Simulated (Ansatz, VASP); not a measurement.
# Pb in VASP and in Ansatz

```
Pb
1.0
    -1.79295    1.79295    1.79295
     1.79295   -1.79295    1.79295
     1.79295    1.79295   -1.79295
Pb
1
Cartesian
  0.0000 0.0000 0.0000
```

Change from the starting cell: volume scaled by 0.8, LAPW.

Alike in both runs: task single point; functional LDA; k mesh 14 × 14 × 14; occupations fermi-dirac, width 0.05 eV; no spin polarisation.

```csv
,VASP,Ansatz
version,VASP 6.6.1,Ansatz 0.2.0
potentials or method,"VASP PAW LDA potentials, release 64 (Pb_d), cutoff 520 eV","all-electron LAPW, scalar-relativistic"
```

Ansatz gave:

* pressure (GPa): 20.2

**Question.** What did VASP give for the same quantities?

**Answer.** Pressure (GPa): 20.5.

Ansatz ran all-electron here, so the differences hold the error of VASP's frozen core and of both bases.

Caveats: so large a pressure means that the cell lies far from this level's equilibrium, or that cutoff or potentials fall short (VASP). The runs have no spin-orbit coupling, so splittings on Pb are missing.
